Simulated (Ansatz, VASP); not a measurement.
This is a calculation of WC (Qusongite) for VASP 6.6.1. 

File INCAR:

```
  PREC = Accurate
  ENCUT = 520
  EDIFF = 1E-7
  ISMEAR = 0
  SIGMA = 0.014
  LREAL = False
  LASPH = True
  NELM = 60
  ALGO = Fast
  ISIF = 2
  LWAVE = False
  LCHARG = True
  GGA = PE
  LELF = True
  LVHAR = True
```

The input KPOINTS:

```
Automatic mesh
0
Gamma
  10 10 9
```

Contents of POSCAR:

```
WC
1.0
    2.9065000000      0.0000000000      0.0000000000
   -1.4532500000      2.5171028361      0.0000000000
    0.0000000000      0.0000000000      2.8366000000
W C
1 1
Direct
    0.0000000000      0.0000000000      0.0000000000
    0.6666666667      0.3333333333      0.5000000000
```

Potentials or basis: VASP PAW PBE potentials, release 64 (W_sv, C).

Command:

```console
$ cat potpaw_PBE.64/W_sv/POTCAR potpaw_PBE.64/C/POTCAR > POTCAR
$ mpirun -np 1 vasp_std > vasp.out
```

Question: What does the same run look like in Ansatz 0.2.0? Potentials or basis there: Ansatz PAW, cutoff 420 eV.

Answer: As run (cutoffs and basis follow the program's own potentials, and thresholds, step limits or extra output files can differ):

Contents of input.yaml:

```yaml
crystal:
  lattice:
    - [2.9065, 0.0, 0.0]
    - [-1.45325, 2.5171028361, 0.0]
    - [0.0, 0.0, 2.8366]
  atoms:
    - { symbol: W, position: [0.0, 0.0, 0.0] }
    - { symbol: C, position: [0.6666666667, 0.3333333333, 0.5] }
hamiltonian:
  xc: pbe
  pseudopotentials: { kind: paw }
kpoints:
  mp_grid: { grid: [10, 10, 9] }
scf:
  occupations: { method: gaussian, width: 0.014 }
output:
  forces: true
  stress: true
  eigenvalues: true
```

Potentials or basis: Ansatz PAW.

Run with:

```sh
$ ansatz run input.yaml --threads 2 --pin off --max-ram 5632MiB --backend cpu --events-out ev --progress --plain --runs-dir out
```

Both were run:

|  | VASP | Ansatz |
| --- | --- | --- |
| Pressure | 6.7 GPa | 5.6 GPa |

Ansatz's pressure holds a Pulay term of +0.31 GPa for its cutoff of 420 eV, which the other run lacks.

Where Ansatz's input types no cutoff or centring, it takes its own default and a Γ-centred mesh.

Pressure is positive in compression.
